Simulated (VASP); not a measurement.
The system is BaTiO3.

```
Ba Ti O
1.0
     3.98322    0.00000    0.00000
     0.00000    3.98322    0.00000
     0.00000    0.00000    3.98322
Ba Ti O
1 1 3
Cartesian
  0.0000 0.0000 0.0000
  1.9916 1.9916 1.9916
  1.9916 1.9916 0.0000
  0.0000 1.9916 1.9916
  1.9916 0.0000 1.9916
```

Base run:

```yaml
Program: VASP 6.6.1
Functional: PBEsol
Potentials_or_basis: VASP PAW PBE potentials, release 64 (Ba_sv, Ti_sv, O_h)
Cutoff: 900 eV
k_mesh: 8 × 8 × 8
Occupations: gaussian, width 0.02 eV
Spin: no spin polarisation
```

Its results: band gap on the k mesh 1.73 eV, indirect (least direct gap 1.86 eV); pressure -0.3 GPa.

Problem. The run is repeated on the same cell with these changes: potentials or basis from VASP PAW PBE potentials, release 64 (Ba_sv, Ti_sv, O_h) to VASP PAW PBE potentials, release 64 (Ba_sv, Ti_sv, O); cutoff from 900 eV to 520 eV; k mesh from 8 × 8 × 8 to 10 × 10 × 10. What comes out?

Solution. Band gap on the k mesh 1.73 eV, indirect (least direct gap 1.86 eV); pressure 0.1 GPa.

Caveats: the PAW data sets were made with another functional, which shifts forces and pressure a little; spin-orbit coupling is left out, which moves the levels of the heavy elements; the cutoff is under 1.25 times the usual one of these potentials, so pressure, stress and relaxed cells hold a basis-set (Pulay) error (some runs).

A k mesh can miss the band edges.

Not every run made on this cell is shown here.
